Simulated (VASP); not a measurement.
# Hf (P6/mmm) in VASP: single point with PBEsol

Aim: the single point of Hf with PBEsol.

All numbers are computed with VASP 6.6.1; they aren't measurements. Logs are shortened: lines on timing, memory, paths and dates and some standing lists are left out, and cuts for length are marked.

## (1) The structure

The structure is hexagonal, space group P6/mmm (No. 191). Conventional cell: a = 4.912 Å, b = 4.912 Å, c = 3.060 Å, α = 90.00°, β = 90.00°, γ = 120.00°. Hf (site symmetry -6m2) is surrounded by 11 Hf at 2.84 to 3.22 Å. Hf (site symmetry 6/mmm) has 14 Hf at 3.06 to 3.22 Å as nearest neighbours.

This isn't the form of Hf at room conditions, which is hcp.

## (2) Single point, PBEsol, non-collinear spin, zero start, spin-orbit coupling

INCAR

```
ALGO = Normal
EDIFF = 1E-7
ENCUT = 520
GGA = PS
GGA_COMPAT = False
ISIF = 2
ISMEAR = 0
LASPH = True
LCHARG = False
LMAXMIX = 4
LORBIT = 11
LREAL = False
LSORBIT = True
LWAVE = False
MAGMOM = 0 0 0 0 0 0 0 0 0
NELM = 100
PREC = Accurate
SIGMA = 0.1
```

KPOINTS

```
k-points
0
Gamma
  12 12 14
```

POSCAR

```
Hf
1.0
    4.9124200000      0.0000000000      0.0000000000
   -2.4562100000      4.2542800000      0.0000000000
    0.0000000000      0.0000000000      3.0596800000
Hf
3
Direct
    0.6666700000      0.3333300000      0.5000000000
    0.3333300000      0.6666700000      0.5000000000
    0.0000000000      0.0000000000      0.0000000000
```

Potentials or basis: VASP PAW PBE potentials, release 64 (Hf_pv).

On the command line:

```
cat potpaw_PBE.64/Hf_pv/POTCAR > POTCAR
mpirun -np 1 vasp_ncl > vasp.out
```

OUTCAR:

```text
EDIFF = 1E-7
   ENCUT = 520
   GGA = PS
   ISIF = 2
   ISMEAR = 0
   LASPH = True
   LORBIT = 11
   LREAL = False
   LSORBIT = True
   NELM = 100
   PREC = Accurate

 ion  position               nearest neighbor table
   1  0.667  0.333  0.500-   2 2.84   2 2.84   2 2.84   3 3.22   3 3.22   3 3.22   3 3.22   3 3.22
                             3 3.22
   2  0.333  0.667  0.500-   1 2.84   1 2.84   1 2.84   3 3.22   3 3.22   3 3.22   3 3.22   3 3.22
                             3 3.22
   3  0.000  0.000  0.000-   1 3.22   2 3.22   1 3.22   2 3.22   2 3.22   2 3.22   1 3.22   1 3.22
                             1 3.22   1 3.22   2 3.22   2 3.22

  LATTYP: Found a hexagonal cell.
 ALAT       =     4.9124200000
 C/A-ratio  =     0.6228457664

  Lattice vectors:

 A1 = (   4.9124200000,   0.0000000000,   0.0000000000)
 A2 = (  -2.4562100000,   4.2542800000,   0.0000000000)
 A3 = (   0.0000000000,   0.0000000000,   3.0596800000)

Analysis of symmetry for initial positions (statically):
=====================================================================
 Subroutine PRICEL returns:
 Original cell was already a primitive cell.

 Routine SETGRP: Setting up the symmetry group for a
 hexagonal supercell.

 Subroutine GETGRP returns: Found  8 space group operations
 (whereof  8 operations were pure point group operations)
 out of a pool of 24 trial point group operations.

The static configuration has the point symmetry D_2h.

Analysis of symmetry for dynamics (positions and initial velocities):
=====================================================================
 Subroutine PRICEL returns:
 Original cell was already a primitive cell.

 Routine SETGRP: Setting up the symmetry group for a
 hexagonal supercell.

 Subroutine GETGRP returns: Found  8 space group operations
 (whereof  8 operations were pure point group operations)
 out of a pool of 24 trial point group operations.

The dynamic configuration has the point symmetry D_2h.

Analysis of structural, dynamic, and magnetic symmetry:
=====================================================================
 Subroutine PRICEL returns:
 Original cell was already a primitive cell.

 Routine SETGRP: Setting up the symmetry group for a
 hexagonal supercell.

 Subroutine GETGRP returns: Found  8 space group operations
 (whereof  8 operations were pure point group operations)
 out of a pool of 24 trial point group operations.

The overall configuration has the point symmetry D_2h.

 Subroutine INISYM returns: Found  8 space group operations
 (whereof  8 operations are pure point group operations),
 and found     1 'primitive' translations

----------------------------------------------------------------------------------------

                                     Primitive cell

  volume of cell :      63.9437

  direct lattice vectors                    reciprocal lattice vectors
     4.912420000  0.000000000  0.000000000     0.203565656  0.117528701  0.000000000
    -2.456210000  4.254280000  0.000000000     0.000000000  0.235057401  0.000000000
     0.000000000  0.000000000  3.059680000     0.000000000  0.000000000  0.326831564

  length of vectors
     4.912420000  4.912419555  3.059680000     0.235057380  0.235057401  0.326831564

  position of ions in fractional coordinates (direct lattice)
     0.666670000  0.333330000  0.500000000
     0.333330000  0.666670000  0.500000000
     0.000000000  0.000000000  0.000000000

  ion indices of the primitive-cell ions
   primitive index   ion index
                 1           1
                 2           2
                 3           3

----------------------------------------------------------------------------------------

 KPOINTS: k-points

Automatic generation of k-mesh.
[... 75 lines left out ...]
   TEBEG  =    0.0;   TEEND  =   0.0 temperature during run
   PSTRESS=    0.0 pullay stress
   NELECT =      30.0000    total number of electrons
   NUPDOWN=      -1.0000    fix difference up-down
   EMIN   =  10.00;   EMAX   =-10.00  energy-range for DOS
   EFERMI =   0.00;   METHOD = LEGACY
   ISMEAR =     0;   SIGMA  =   0.10  broadening in eV -4-tet -1-fermi 0-gaus
   EFERMI_NEDOS =   21; number of points for ismear=-14 and -15
   IALGO  =     38    algorithm
   IMIX   =      4    mixing-type and parameters
     AMIX     =   0.40;   BMIX     =  1.00
     AMIX_MAG =   1.60;   BMIX_MAG =  1.00
  volume/ion in A,a.u.               =      21.31       143.84
  Fermi-wavevector in a.u.,A,eV,Ry     =   1.272085  2.403892 22.016944  1.618200
  Thomas-Fermi vector in A             =   2.404983
   LORBIT       =     11    0 simple, 1 ext, 2 COOP (PROOUT), +10 PAW based schemes
   GGA     = PS    functional components
   LHFCALC =     F    Hartree Fock is set to
   AEXX    =    0.0000 exact exchange contribution
   IVDW    =     0    specifies the selected vdW correction
   LEPSILON=     F    determine dielectric tensor
   LRPA    =     F    only Hartree local field effects (RPA)
 Gauss-broadening in eV      SIGMA  =   0.10
  energy-cutoff  :      520.00
  volume of cell :       63.94
 maximum number of plane-waves:      3480
 NGX is ok and might be reduce to    40
   NGX = 19   NGY = 19   NGZ = 11

 number of electron      30.0000000 magnetization       0.0000000      0.0000000      0.0000000

 number of electron      30.0000003 magnetization      -0.0000000      0.0000000     -0.0000000

 number of electron      30.0000003 magnetization       0.0000000     -0.0000000      0.0000000

 Free energy of the ion-electron system (eV)
  ---------------------------------------------------
  ext. energy  EPLUGINS =         0.00000000
  ---------------------------------------------------
  free energy    TOTEN  =       -33.47717767 eV

  energy without entropy =      -33.46485470  energy(sigma->0) =      -33.47101619

 E-fermi :   4.8841     XC(G=0): -11.6148

 val. band max:        4.8820878944   @ k =  -0.2500   0.5000   0.4286
 cond. band min:       4.8951914261   @ k =   0.3333   0.1667   0.2857
 fundamental gap:      0.0131035317
 Fermi energy:         4.8841303301

 k-point     1 :       0.0000    0.0000    0.0000
  band No.  band energies     occupation
      1     -30.2993      1.00000
      2     -30.2993      1.00000
      3     -30.1131      1.00000
      4     -30.1131      1.00000
      5     -29.7469      1.00000
      6     -29.7469      1.00000
[... 973 lines left out ...]
     37       6.6286      0.00000
     38       6.6286      0.00000

 [... further k-points ...]
[... 5 lines left out ...]
  --------------------------------------------------------------------------------------
  -------------------------------------------------------------------------------------
  Total       -0.1649207     -0.1648336     -0.0927852      0.0000754      0.0000000      0.0000000
  in kB       -4.1322653     -4.1300827     -2.3248321      0.0018893      0.0000000      0.0000000
  external PRESSURE =      -3.5290601 kB  Pullay stress =       0.0000000 kB

 VOLUME and BASIS-vectors are now :
 -----------------------------------------------------------------------------
  energy-cutoff  :      520.00
  volume of cell :       63.94
      direct lattice vectors                 reciprocal lattice vectors
     4.912420000  0.000000000  0.000000000     0.203565656  0.117528701  0.000000000
    -2.456210000  4.254280000  0.000000000     0.000000000  0.235057401  0.000000000
     0.000000000  0.000000000  3.059680000     0.000000000  0.000000000  0.326831564

 POSITION                                       TOTAL-FORCE (eV/Angst)
 -----------------------------------------------------------------------------------
      2.45623      1.41808      1.52984        -0.000217      0.000125     -0.000000
     -0.00002      2.83620      1.52984         0.000217     -0.000125      0.000000
      0.00000      0.00000      0.00000         0.000000      0.000000     -0.000000
 -----------------------------------------------------------------------------------
    total drift:                                0.000000      0.000000     -0.000000

  FREE ENERGIE OF THE ION-ELECTRON SYSTEM (eV)
  ---------------------------------------------------
  free  energy   TOTEN  =       -33.4771776700 eV

  energy  without entropy=      -33.4648547041  energy(sigma->0) =      -33.47101619

 Spin-Orbit-Coupling matrix elements

 Ion:    1  E_soc:     -1.3709838
 l=   1
     0.0000000    -0.2194117    -0.2217905
    -0.2194117     0.0000000    -0.2194116
    -0.2217905    -0.2194116     0.0000000
 l=   2
     0.0000000    -0.0016785     0.0000000    -0.0016784    -0.0078580
    -0.0016785     0.0000000    -0.0044958    -0.0013149    -0.0016784
     0.0000000    -0.0044958     0.0000000    -0.0044957     0.0000000
    -0.0016784    -0.0013149    -0.0044957     0.0000000    -0.0016784
    -0.0078580    -0.0016784     0.0000000    -0.0016784     0.0000000
 l=   3
     0.0000000     0.0000000     0.0000000     0.0000000     0.0000000     0.0000000     0.0000000
     0.0000000     0.0000000     0.0000000     0.0000000     0.0000000     0.0000000     0.0000000
     0.0000000     0.0000000     0.0000000     0.0000000     0.0000000     0.0000000     0.0000000
     0.0000000     0.0000000     0.0000000     0.0000000     0.0000000     0.0000000     0.0000000
[... 29 lines left out ...]
 l=   2
     0.0000000    -0.0017782     0.0000000    -0.0017782    -0.0044928
    -0.0017782     0.0000000    -0.0054742    -0.0017838    -0.0017782
     0.0000000    -0.0054742     0.0000000    -0.0054742     0.0000000
    -0.0017782    -0.0017838    -0.0054742     0.0000000    -0.0017782
    -0.0044928    -0.0017782     0.0000000    -0.0017782     0.0000000
 l=   3
     0.0000000     0.0000000     0.0000000     0.0000000     0.0000000     0.0000000     0.0000000
     0.0000000     0.0000000     0.0000000     0.0000000     0.0000000     0.0000000     0.0000000
     0.0000000     0.0000000     0.0000000     0.0000000     0.0000000     0.0000000     0.0000000
     0.0000000     0.0000000     0.0000000     0.0000000     0.0000000     0.0000000     0.0000000
     0.0000000     0.0000000     0.0000000     0.0000000     0.0000000     0.0000000     0.0000000
     0.0000000     0.0000000     0.0000000     0.0000000     0.0000000     0.0000000     0.0000000
     0.0000000     0.0000000     0.0000000     0.0000000     0.0000000     0.0000000     0.0000000

 total charge

# of ion       s       p       d       tot
------------------------------------------
    1        0.401   6.419   1.724   8.544
    2        0.401   6.419   1.724   8.544
    3        0.385   6.509   1.487   8.382
--------------------------------------------------
tot          1.188  19.347   4.935  25.471

 magnetization (x)

# of ion       s       p       d       tot
------------------------------------------
    1        0.000   0.000   0.000   0.000
    2        0.000   0.000   0.000   0.000
    3        0.000   0.000   0.000   0.000
--------------------------------------------------
tot          0.000   0.000   0.000   0.000

 magnetization (y)

# of ion       s       p       d       tot
------------------------------------------
    1        0.000   0.000   0.000   0.000
    2        0.000   0.000   0.000   0.000
    3        0.000   0.000   0.000   0.000
--------------------------------------------------
tot          0.000   0.000   0.000   0.000

 magnetization (z)

# of ion       s       p       d       tot
------------------------------------------
    1        0.000   0.000   0.000   0.000
    2        0.000   0.000   0.000   0.000
    3        0.000   0.000   0.000   0.000
--------------------------------------------------
tot          0.000   0.000   0.000   0.000
```

Run time: 25 min. Hardware: 1 thread of Intel Xeon Platinum 8259CL at 2.50GHz (Skylake/Cascade Lake), shared host; peak memory 1.1 GiB.

What came out:

```
Free energy                                           : -33.4772 eV
Pressure                                              : -0.4 GPa
Net moment                                            : 0.00 μB per cell
Valence electrons inside the program's atomic spheres : Hf 8.54, 8.38
```

Stress tensor (GPa, compression positive):
```
-0.41  0.00  0.00
 0.00 -0.41  0.00
 0.00  0.00 -0.23
```

Moments on the atoms (μB; x, y, z):
```
Hf  0.00 0.00 0.00
Hf  0.00 0.00 0.00
Hf  0.00 0.00 0.00
```

Caveat: the PAW data sets were made with another functional, which shifts forces and pressure a little.
